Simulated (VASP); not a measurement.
Runs of VASP 6.6.1 on EuO. The structure is cubic, space group Fm-3m (No. 225). The conventional cell has a = 5.144 Å, b = 5.144 Å, c = 5.144 Å, α = 90.00°, β = 90.00°, γ = 90.00°. Around Eu (site symmetry m-3m) lie 6 O at 2.57 Å. Around O (site symmetry m-3m) lie 6 Eu at 2.57 Å. 

| task | level | U | cell | k mesh | cutoff (eV) | smearing | gap on the mesh (eV) | pressure (GPa) | moment (μB) |
| --- | --- | --- | --- | --- | --- | --- | --- | --- | --- |
| single point | PBE | - | Fm-3m, 17.01 Å³/atom | 12 × 12 × 12 | 600 | methfessel-paxton 0.1 eV | none | (a) | 6.97 |
| band structure | PBE+U | Eu f U = 6.0 eV | Fm-3m, 17.26 Å³/atom | 10 × 10 × 10 | 520 | gaussian 0.03 eV | 0.04 | 0.0 | 7.00 |
| relaxation of cell and atoms | PBE+U | Eu f U = 6.0 eV | relaxed | 10 × 10 × 10 | 600 | gaussian 0.03 eV | 0.04 | 0.0 | 7.00 |
| relaxation of cell and atoms | PBE | - | relaxed | 12 × 12 × 12 | 600 | methfessel-paxton 0.1 eV | none | 0.0 | 6.96 |

Alike in all rows: potentials or basis VASP PAW PBE potentials, release 64 (Eu, O); spin collinear, ferromagnetic start.

Task: Fill in the values left out.

Result: (a) -4.4.

Caveats: spin-orbit coupling is left out, which moves the levels of the heavy elements; a cell with one magnetic atom can't hold antiferromagnetic order, which such compounds often take; without U or exact exchange the open f shell lies at the Fermi level, which spoils levels, moments and volumes (some runs); the relaxation stopped at its first step, so nothing moved (some runs).

A k mesh can miss the band edges, and the runs leave out spin-orbit coupling on Eu.

A gap of «none» marks a metal or a gap under the smearing width.
